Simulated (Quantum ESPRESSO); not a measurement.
# H on fcc sites of Rh(111): a series in the coverage, part 2 of 9

Wanted: a table for H on fcc sites of Rh(111) against the coverage, and what can be fitted to it.

Quantum ESPRESSO 7.5; plane-wave DFT, PBE, GBRV ultrasoft pseudopotentials.

So far. Step 2 (Relaxing cell and ions of the reference):  The last row is no step: it is a fresh SCF in the final cell with a new plane-wave basis, -0 meV from the row before. The relaxed cell has a = 3.832 Å (conventional setting).

### 3. SCF with pw.x of the reference

A bulk run at that cell gives the reference energy and levels.

ref.bulk.in

```
&control
  prefix = 'ref.bulk'
  outdir = './out'
  pseudo_dir = './pseudo'
  calculation = 'scf'
  tprnfor = .true.
/
&system
  ibrav = 0
  nat = 1
  ntyp = 1
  ecutwfc = 40
  ecutrho = 200
  occupations = 'smearing'
  smearing = 'mv'
  degauss = 0.02
/
&electrons
  conv_thr = 1e-09
  mixing_beta = 0.4
  electron_maxstep = 120
/
ATOMIC_SPECIES
  Rh  102.9055  rh_pbe_v1.4.uspp.F.UPF
CELL_PARAMETERS angstrom
  0.00000000000000 1.91602264600000 1.91602264600000
  1.91602264600000 0.00000000000000 1.91602264600000
  1.91602264600000 1.91602264600000 0.00000000000000
ATOMIC_POSITIONS crystal
  Rh  0.000000000000 0.000000000000 0.000000000000
K_POINTS automatic
  18 18 18 0 0 0
```

Launch:

```
$ OMP_NUM_THREADS=1 mpirun -n 16 pw.x -nk 16 -in ref.bulk.in > ref.bulk.out
```

The log of the run:

```text
[banner, memory and clock lines left out]
Program PWSCF v.7.5 starts
[citation notice left out]

[...]
Message from routine setup:
[...]
bravais-lattice index     =            0
     lattice parameter (alat)  =       5.1205  a.u.
     unit-cell volume          =      94.9355 (a.u.)^3
     number of atoms/cell      =            1
     number of atomic types    =            1
     number of electrons       =        15.00
     number of Kohn-Sham states=           12
     kinetic-energy cutoff     =      40.0000  Ry
     charge density cutoff     =     200.0000  Ry
     scf convergence threshold =      1.0E-09
     mixing beta               =       0.4000
     number of iterations used =            8  plain     mixing
     Exchange-correlation=  SLA  PW   PBX  PBC
                           (   1   4   3   4   0   0   0)

[...]
PseudoPot. # 1 for Rh read from file:
     ./pseudo/rh_pbe_v1.4.uspp.F.UPF
     Pseudo is Ultrasoft + core correction, Zval = 15.0
     Generated by new atomic code, or converted to UPF format
     Using radial grid of  969 points,  7 beta functions with:
                l(1) =   0
                l(2) =   0
                l(3) =   1
                l(4) =   1
                l(5) =   2
                l(6) =   2
                l(7) =   2
     Q(r) pseudized with  8 coefficients,  rinner =    1.200   1.200   1.200
                                                       1.200   1.200

     atomic species   valence    mass     pseudopotential
     Rh               15.00   102.90550     Rh( 1.00)

     48 Sym. Ops., with inversion, found

[...]
number of k points=   195  Marzari-Vanderbilt smearing, width (Ry)=  0.0200

     Number of k-points >= 100: set verbosity='high' to print them.

     Dense  grid:     4573 G-vectors     FFT dimensions: (  24,  24,  24)

     Smooth grid:     3287 G-vectors     FFT dimensions: (  24,  24,  24)

     Initial potential from superposition of free atoms

     starting charge      14.4999, renormalised to      15.0000

     negative rho (up, down):  5.816E-02 0.000E+00
     Starting wfcs are   12 randomized atomic wfcs

     per-process dynamical memory:    11.5 Mb

     Self-consistent Calculation

     iteration #  1     ecut=    40.00 Ry     beta= 0.40
     Davidson diagonalization with overlap
     ethr =  1.00E-02,  avg # of iterations =  4.3

     negative rho (up, down):  5.930E-02 0.000E+00

     total energy              =    -171.09836697 Ry
     estimated scf accuracy    <       0.55063042 Ry

     iteration #  2     ecut=    40.00 Ry     beta= 0.40
[...]
negative rho (up, down):  5.948E-02 0.000E+00

[...]
total energy              =    -171.20089218 Ry
     estimated scf accuracy    <       0.00150544 Ry

     iteration #  3     ecut=    40.00 Ry     beta= 0.40
[...]
negative rho (up, down):  5.955E-02 0.000E+00

[...]
total energy              =    -171.20114570 Ry
     estimated scf accuracy    <       0.00049410 Ry

     iteration #  4     ecut=    40.00 Ry     beta= 0.40
[...]
negative rho (up, down):  5.955E-02 0.000E+00

[...]
total energy              =    -171.20116574 Ry
     estimated scf accuracy    <       0.00003196 Ry

     iteration #  5     ecut=    40.00 Ry     beta= 0.40
[...]
negative rho (up, down):  5.953E-02 0.000E+00

[...]
total energy              =    -171.20117073 Ry
     estimated scf accuracy    <       0.00000097 Ry

     iteration #  6     ecut=    40.00 Ry     beta= 0.40
[...]
negative rho (up, down):  5.953E-02 0.000E+00

[...]
total energy              =    -171.20117104 Ry
     estimated scf accuracy    <       0.00000029 Ry

     iteration #  7     ecut=    40.00 Ry     beta= 0.40
[...]
negative rho (up, down):  5.953E-02 0.000E+00

[...]
total energy              =    -171.20117109 Ry
     estimated scf accuracy    <          7.7E-09 Ry

     iteration #  8     ecut=    40.00 Ry     beta= 0.40
[...]
negative rho (up, down):  5.953E-02 0.000E+00

[...]
End of self-consistent calculation

     Number of k-points >= 100: set verbosity='high' to print the bands.

     the Fermi energy is    20.7534 ev

!    total energy              =    -171.20117110 Ry
     estimated scf accuracy    <          4.8E-10 Ry
     smearing contrib. (-TS)   =      -0.00001520 Ry
     internal energy E=F+TS    =    -171.20115589 Ry

     The total energy is F=E-TS. E is the sum of the following terms:
     one-electron contribution =     -24.26481298 Ry
     hartree contribution      =      25.45615155 Ry
     xc contribution           =     -29.93697095 Ry
     ewald contribution        =    -142.45552352 Ry

     convergence has been achieved in   8 iterations

     negative rho (up, down):  5.953E-02 0.000E+00

     Forces acting on atoms (cartesian axes, Ry/au):

     atom    1 type  1   force =     0.00000000    0.00000000    0.00000000

     Total force =     0.000000     Total SCF correction =     0.000000

[...]
```

It took 2 s on 16 MPI ranks of Arm Neoverse V2, shared host; peak memory 0.09 GiB; 29 s of CPU time.

Read from the output:

* free energy: -2329.3106 eV

### 4. Relaxation with pw.x of the reference

The free molecule gives the reference for adsorption energies.

System of this step: H₂ molecule in a box. The cell holds 2 atoms: 2 H. Cell: a = 11.000 Å, b = 11.500 Å, c = 13.000 Å, α = 90.0°, β = 90.0°, γ = 90.0°. Vacuum lies along a, b and c.

ref.gas.in

```
&control
  prefix = 'ref.gas'
  outdir = './out'
  pseudo_dir = './pseudo'
  nstep = 40
  forc_conv_thr = 0.001
  calculation = 'relax'
/
&system
  ibrav = 0
  nat = 2
  ntyp = 1
  ecutwfc = 40
  ecutrho = 200
  occupations = 'smearing'
  smearing = 'gaussian'
  degauss = 0.002
/
&electrons
  conv_thr = 1e-07
  mixing_beta = 0.4
  electron_maxstep = 120
/
&ions
/
ATOMIC_SPECIES
  H   1.0080  h_pbe_v1.4.uspp.F.UPF
CELL_PARAMETERS angstrom
  11.00000000000000 0.00000000000000 0.00000000000000
  0.00000000000000 11.50000000000000 0.00000000000000
  0.00000000000000 0.00000000000000 13.00000000000000
ATOMIC_POSITIONS crystal
  H   0.500000000000 0.500000000000 0.471153846154
  H   0.500000000000 0.500000000000 0.528846153846
K_POINTS automatic
  1 1 1 0 0 0
```

Launch:

```
$ OMP_NUM_THREADS=1 mpirun -n 16 pw.x -nk 1 -in ref.gas.in > ref.gas.out
```

The log of the run:

```text
[banner, memory and clock lines left out]
Program PWSCF v.7.5 starts

          URL

     Message from routine setup:
     using ibrav=0 with symmetry is DISCOURAGED, use correct ibrav instead

     bravais-lattice index     =            0
     lattice parameter (alat)  =      20.7870  a.u.
     unit-cell volume          =   11097.6361 (a.u.)^3
     number of atoms/cell      =            2
     number of atomic types    =            1
     number of electrons       =         2.00
     number of Kohn-Sham states=            5
     kinetic-energy cutoff     =      40.0000  Ry
     charge density cutoff     =     200.0000  Ry
     scf convergence threshold =      1.0E-07
     mixing beta               =       0.4000
     number of iterations used =            8  plain     mixing
     energy convergence thresh.=      1.0E-04
     force convergence thresh. =      1.0E-03
     Exchange-correlation=  SLA  PW   PBX  PBC
                           (   1   4   3   4   0   0   0)
     nstep                     =           40

     celldm(1)=  20.786987  celldm(2)=   0.000000  celldm(3)=   0.000000
     celldm(4)=   0.000000  celldm(5)=   0.000000  celldm(6)=   0.000000

     crystal axes: (cart. coord. in units of alat)
               a(1) = (   1.000000   0.000000   0.000000 )
               a(2) = (   0.000000   1.045455   0.000000 )
               a(3) = (   0.000000   0.000000   1.181818 )

     reciprocal axes: (cart. coord. in units 2 pi/alat)
               b(1) = (  1.000000  0.000000  0.000000 )
               b(2) = (  0.000000  0.956522  0.000000 )
               b(3) = (  0.000000  0.000000  0.846154 )

     PseudoPot. # 1 for H  read from file:
     ./pseudo/h_pbe_v1.4.uspp.F.UPF
     Pseudo is Ultrasoft, Zval =  1.0
     Generated by new atomic code, or converted to UPF format
     Using radial grid of  615 points,  2 beta functions with:
                l(1) =   0
                l(2) =   0
     Q(r) pseudized with  8 coefficients,  rinner =    0.700

     atomic species   valence    mass     pseudopotential
     H                 1.00     1.00800     H ( 1.00)

      8 Sym. Ops., with inversion, found

   Cartesian axes

     site n.     atom                  positions (alat units)
         1        H      tau(   1) = (   0.5000000   0.5227273   0.5568182  )
         2        H      tau(   2) = (   0.5000000   0.5227273   0.6250000  )

     number of k points=     1  Gaussian smearing, width (Ry)=  0.0020
                       cart. coord. in units 2pi/alat
        k(    1) = (   0.0000000   0.0000000   0.0000000), wk =   2.0000000

     Dense  grid:   530123 G-vectors     FFT dimensions: (  96, 100, 120)

     Smooth grid:   379275 G-vectors     FFT dimensions: (  90,  90, 100)

     Initial potential from superposition of free atoms

     starting charge       2.0000, renormalised to       2.0000

     negative rho (up, down):  3.734E-04 0.000E+00
     Starting wfcs are    2 randomized atomic wfcs +    3 random wfcs

     per-process dynamical memory:    22.5 Mb

     Self-consistent Calculation

     iteration #  1     ecut=    40.00 Ry     beta= 0.40
     Davidson diagonalization with overlap
     ethr =  1.00E-02,  avg # of iterations =  7.0

     negative rho (up, down):  6.838E-04 0.000E+00

     total energy              =      -2.33997634 Ry
     estimated scf accuracy    <       0.11156298 Ry

     iteration #  2     ecut=    40.00 Ry     beta= 0.40
     Davidson diagonalization with overlap
     ethr =  5.58E-03,  avg # of iterations =  1.0

     negative rho (up, down):  9.467E-04 0.000E+00

     total energy              =      -2.32678332 Ry
     estimated scf accuracy    <       0.02747960 Ry

     iteration #  3     ecut=    40.00 Ry     beta= 0.40
     Davidson diagonalization with overlap
     ethr =  1.37E-03,  avg # of iterations =  2.0

     negative rho (up, down):  1.041E-03 0.000E+00

     total energy              =      -2.33005095 Ry
     estimated scf accuracy    <       0.00009308 Ry

     iteration #  4     ecut=    40.00 Ry     beta= 0.40
     Davidson diagonalization with overlap
     c_bands:  3 eigenvalues not converged
     ethr =  4.65E-06,  avg # of iterations = 20.0

     negative rho (up, down):  1.119E-03 0.000E+00

     total energy              =      -2.33004472 Ry
     estimated scf accuracy    <       0.00008326 Ry

     iteration #  5     ecut=    40.00 Ry     beta= 0.40
     Davidson diagonalization with overlap
     c_bands:  1 eigenvalues not converged
     ethr =  4.16E-06,  avg # of iterations = 20.0

     negative rho (up, down):  1.200E-03 0.000E+00

     End of self-consistent calculation

          k = 0.0000 0.0000 0.0000 ( 47391 PWs)   bands (ev):

   -10.3212  -0.2758   0.1841   0.6302   0.7317

     the Fermi energy is    -4.7948 ev

!    total energy              =      -2.33005442 Ry
     estimated scf accuracy    <       0.00000007 Ry
     smearing contrib. (-TS)   =      -0.00000000 Ry
     internal energy E=F+TS    =      -2.33005442 Ry

     The total energy is F=E-TS. E is the sum of the following terms:
     one-electron contribution =      -3.97240809 Ry
     hartree contribution      =       2.10899166 Ry
     xc contribution           =      -1.37333088 Ry
     ewald contribution        =       0.90669289 Ry

     convergence has been achieved in   5 iterations

     Forces acting on atoms (cartesian axes, Ry/au):

     atom    1 type  1   force =     0.00000000    0.00000000   -0.01656851
     atom    2 type  1   force =     0.00000000    0.00000000    0.01656851

     Total force =     0.023431     Total SCF correction =     0.000076

     BFGS Geometry Optimization
     Energy error            =      5.5E-04 Ry
     Gradient error          =      1.7E-02 Ry/Bohr

     number of scf cycles    =   1
     number of bfgs steps    =   0

     energy             new  =      -2.3300544213 Ry

     new trust radius        =       0.0165685131 bohr
     new conv_thr            =       0.0000001000 Ry

ATOMIC_POSITIONS (crystal)
H                0.5000000000        0.5000000000        0.4704794093
H                0.5000000000        0.5000000000        0.5295205907

     XML data file
     NEW-OLD atomic charge density approx. for the potential

     negative rho (up, down):  1.193E-03 0.000E+00

     per-process dynamical memory:    35.4 Mb

     Self-consistent Calculation

     iteration #  1     ecut=    40.00 Ry     beta= 0.40
     Davidson diagonalization with overlap
     c_bands:  1 eigenvalues not converged
     ethr =  1.00E-06,  avg # of iterations = 20.0

     negative rho (up, down):  1.181E-03 0.000E+00

     total energy              =      -2.33019166 Ry
     estimated scf accuracy    <       0.00007782 Ry

     iteration #  2     ecut=    40.00 Ry     beta= 0.40
     Davidson diagonalization with overlap
     ethr =  3.89E-06,  avg # of iterations = 12.0

     negative rho (up, down):  1.176E-03 0.000E+00

     total energy              =      -2.33018665 Ry
     estimated scf accuracy    <       0.00001832 Ry

     iteration #  3     ecut=    40.00 Ry     beta= 0.40
     Davidson diagonalization with overlap
     ethr =  9.16E-07,  avg # of iterations =  2.0

     negative rho (up, down):  1.175E-03 0.000E+00

     total energy              =      -2.33018869 Ry
     estimated scf accuracy    <       0.00000016 Ry

     iteration #  4     ecut=    40.00 Ry     beta= 0.40
     Davidson diagonalization with overlap
     ethr =  8.03E-09,  avg # of iterations =  2.0

     negative rho (up, down):  1.172E-03 0.000E+00

     End of self-consistent calculation

          k = 0.0000 0.0000 0.0000 ( 47391 PWs)   bands (ev):

   -10.2388  -0.2785   0.1441   0.6271   0.6751

     the Fermi energy is    -4.7819 ev

!    total energy              =      -2.33018871 Ry
     estimated scf accuracy    <       0.00000002 Ry
     smearing contrib. (-TS)   =      -0.00000000 Ry
     internal energy E=F+TS    =      -2.33018871 Ry

     The total energy is F=E-TS. E is the sum of the following terms:
     one-electron contribution =      -3.92809960 Ry
     hartree contribution      =       2.08615276 Ry
     xc contribution           =      -1.36271632 Ry
     ewald contribution        =       0.87447445 Ry

     convergence has been achieved in   4 iterations

     Forces acting on atoms (cartesian axes, Ry/au):

     atom    1 type  1   force =     0.00000000    0.00000000    0.00803632
     atom    2 type  1   force =     0.00000000    0.00000000   -0.00803632

     Total force =     0.011365     Total SCF correction =     0.000039
     Energy error            =      1.3E-04 Ry
     Gradient error          =      8.0E-03 Ry/Bohr

     number of scf cycles    =   2
     number of bfgs steps    =   1

     energy             old  =      -2.3300544213 Ry
     energy             new  =      -2.3301887063 Ry

     CASE: energy            _new < energy            _old

     new trust radius        =       0.0054115350 bohr
     new conv_thr            =       0.0000000013 Ry

ATOMIC_POSITIONS (crystal)
H                0.5000000000        0.5000000000        0.4706996909
H                0.5000000000        0.5000000000        0.5293003091

     XML data file
     NEW-OLD atomic charge density approx. for the potential

     negative rho (up, down):  1.173E-03 0.000E+00

     per-process dynamical memory:    36.8 Mb

     Self-consistent Calculation

     iteration #  1     ecut=    40.00 Ry     beta= 0.40
     Davidson diagonalization with overlap
     ethr =  1.00E-06,  avg # of iterations =  2.0

     negative rho (up, down):  1.177E-03 0.000E+00

     total energy              =      -2.33023453 Ry
     estimated scf accuracy    <       0.00000816 Ry

     iteration #  2     ecut=    40.00 Ry     beta= 0.40
     Davidson diagonalization with overlap
     ethr =  4.08E-07,  avg # of iterations =  1.0

     negative rho (up, down):  1.179E-03 0.000E+00

     total energy              =      -2.33023381 Ry
     estimated scf accuracy    <       0.00000212 Ry

     iteration #  3     ecut=    40.00 Ry     beta= 0.40
     Davidson diagonalization with overlap
     ethr =  1.06E-07,  avg # of iterations =  2.0

     negative rho (up, down):  1.180E-03 0.000E+00

     total energy              =      -2.33023410 Ry
     estimated scf accuracy    <       0.00000003 Ry

     iteration #  4     ecut=    40.00 Ry     beta= 0.40
     Davidson diagonalization with overlap
     ethr =  1.32E-09,  avg # of iterations =  2.0

     negative rho (up, down):  1.181E-03 0.000E+00

     total energy              =      -2.33023410 Ry
     estimated scf accuracy    <       0.00000004 Ry

     iteration #  5     ecut=    40.00 Ry     beta= 0.40
     Davidson diagonalization with overlap
     ethr =  1.32E-09,  avg # of iterations =  2.0

     negative rho (up, down):  1.182E-03 0.000E+00

     End of self-consistent calculation

          k = 0.0000 0.0000 0.0000 ( 47391 PWs)   bands (ev):

   -10.2668  -0.2786   0.1570   0.6265   0.6760

     the Fermi energy is    -4.7954 ev

!    total energy              =      -2.33023409 Ry
     estimated scf accuracy    <          2.0E-11 Ry
     smearing contrib. (-TS)   =      -0.00000000 Ry
     internal energy E=F+TS    =      -2.33023409 Ry

     The total energy is F=E-TS. E is the sum of the following terms:
     one-electron contribution =      -3.94251665 Ry
     hartree contribution      =       2.09364958 Ry
     xc contribution           =      -1.36620125 Ry
     ewald contribution        =       0.88483422 Ry

     convergence has been achieved in   5 iterations

     Forces acting on atoms (cartesian axes, Ry/au):

     atom    1 type  1   force =     0.00000000    0.00000000    0.00030169
     atom    2 type  1   force =     0.00000000    0.00000000   -0.00030169

     Total force =     0.000427     Total SCF correction =     0.000001
     Energy error            =      4.5E-05 Ry
     Gradient error          =      3.0E-04 Ry/Bohr

     bfgs converged in   3 scf cycles and   2 bfgs steps
     (criteria: energy <  1.0E-04 Ry, force <  1.0E-03 Ry/Bohr)

     End of BFGS Geometry Optimization

     Final energy             =      -2.3302340898 Ry

     File ./out/ref.gas.bfgs deleted, as requested
Begin final coordinates

ATOMIC_POSITIONS (crystal)
H                0.5000000000        0.5000000000        0.4706996909
H                0.5000000000        0.5000000000        0.5293003091
End final coordinates

     XML data file, charge density, pseudopotentials, collected wavefunctions

                                        0.00s GPU  (     110 calls)
```

Run time: 2.2 s. Hardware: 16 MPI ranks; peak memory 1.3 GiB; 33 s of CPU time.

Step by step:

```csv
step,energy less that of the first step (eV),largest force (eV/Å)
1,0.0000,0.4260
2,-0.0018,0.2066
3,-0.0024,0.0078
```

Final coordinates:

```cif
data_structure
_symmetry_space_group_name_H-M 'P 1'
_symmetry_Int_Tables_number 1
_cell_length_a 11.0000
_cell_length_b 11.5000
_cell_length_c 13.0000
_cell_angle_alpha 90.000
_cell_angle_beta 90.000
_cell_angle_gamma 90.000
_cell_volume 1644.50
loop_
_atom_site_label
_atom_site_type_symbol
_atom_site_fract_x
_atom_site_fract_y
_atom_site_fract_z
_atom_site_occupancy
H1 H 0.50000 0.50000 0.47070 1
H2 H 0.50000 0.50000 0.52930 1
```

The relaxation lowers the energy by 1 meV an atom.

Numbers from this step:

- free energy: -31.70 eV
- Fermi energy: -4.795 eV

[end of part 2 of 9]

[Logs are printed without paths, hosts, clocks, repeated set-up lines and the standing remarks that a program may print on its own settings, such as how far it seeks lower states.]

[Hosts, paths, dates, database ids (printed as entryN), source tags and the programs' standing remarks are cut or masked in the printed files.]

[Maps of the electrostatic potential energy from Ansatz leave out the sawtooth potential of an applied field or a dipole correction, so their vacuum need not be flat; planar profiles and work functions include it.]
